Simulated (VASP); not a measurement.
# Settings for O₂: zero-field splitting by spin-spin coupling

O₂, molecule in box, 2 atoms in the cell. PBE, spin-spin zero-field splitting; PAW potentials O (PBE set). VASP 6.6.1.

Wanted: D within 1 %.

Spin moment (muB): 2.

The series start from PRECFOCK: Accurate; Cutoff (eV): 400; Vacuum (Å): 8. Each series keeps the choices made before it, and each single choice may use up half of a tolerance. Times cover all steps of a run.

## PRECFOCK

| PRECFOCK | D (MHz) | Time (s) |
|---|---|---|
| Accurate | 5.626e4 | 136 |
| Normal | 5.627e4 | 94 |
| Fast | 5.677e4 | 142 |

## Cutoff (eV)

| Cutoff (eV) | D (MHz) | Time (s) |
|---|---|---|
| 300 | 5.159e4 | 73 |
| 350 | 5.473e4 | 113 |
| 400 | 5.627e4 | 94 |
| 450 | 5.696e4 | 95 |
| 520 | 5.729e4 | 132 |
| 700 (reference) | 5.736e4 | 202 |

## Vacuum (Å)

| Vacuum (Å) | D (MHz) | Time (s) |
|---|---|---|
| 6 | 5.752e4 | 66 |
| 8 | 5.729e4 | 132 |
| 10 | 5.722e4 | 238 |
| 12 | 5.719e4 | 449 |
| 15 (reference) | 5.718e4 | 766 |

## Question

The rows run from the loosest to the tightest (no order: PRECFOCK). For each series: choose the loosest value from which every tighter one stays within half of the tolerance; where there is no order, keep the first row unless others stay within half of the tolerance and take at least 30 % less time, and then take the fastest.

## Answer

- PRECFOCK: Normal
- Cutoff (eV): 520
- Vacuum (Å): 8

## All choices together

| Input | D (MHz) | Time (s) |
|---|---|---|
| default cutoff and precision without LASPH, at the starting vacuum (naive) | 5.608e4 | 53 |
| chosen settings | 5.729e4 | 132 |
| reference settings throughout | 5.726e4 | 1382 |

The tolerance is met.

## The input

INCAR.step1:
```
PREC = Accurate ; ENCUT = 520
EDIFF = 1E-6 ; NELM = 200
ALGO = Normal ; ISMEAR = 0
SIGMA = 0.01 ; LREAL = False
LASPH = True ; LMAXMIX = 4
LORBIT = 11 ; LWAVE = True
LCHARG = False ; GGA = PE
ISYM = 0 ; ISPIN = 2
NUPDOWN = 2 ; MAGMOM = 1 1
NBANDS = 12 ; IBRION = 2
NSW = 40 ; EDIFFG = -0.01
```

INCAR.step2, as INCAR.step1 but for:
```
- EDIFF = 1E-6
- LWAVE = True
- ISYM = 0
- IBRION = 2
- NSW = 40
- EDIFFG = -0.01
+ EDIFF = 1E-7
+ LWAVE = False
+ ISYM = 3
+ LDMATRIX = True
+ ISTART = 1
+ PRECFOCK = Normal
```

KPOINTS:
```
k-points
0
Gamma
  1 1 1
```

POSCAR.step1:
```
O
1.0
    8.0000000000      0.0000000000      0.0000000000
    0.0000000000      8.3000000000      0.0000000000
    0.0000000000      0.0000000000      9.8100000000
O
2
Direct
    0.5000000000      0.5000000000      0.4383282400
    0.5000000000      0.5000000000      0.5616717600
```

Commands (each step's output is kept before the next begins):
```
cat potpaw_PBE.64/O/POTCAR > POTCAR
cp INCAR.step1 INCAR
cp POSCAR.step1 POSCAR
mpirun -np 4 vasp_std > vasp.out
cp CONTCAR POSCAR
cp INCAR.step2 INCAR
mpirun -np 4 vasp_std > vasp.out
```

Limits: The spin-orbit part of D isn't included; images across the vacuum add a share that falls about as one over the box's volume.

The chosen input took VASP 6.6.1 132 s on 4 cores (Intel Xeon Platinum 8259CL @ 2.50GHz (Skylake/Cascade Lake)), a shared host.
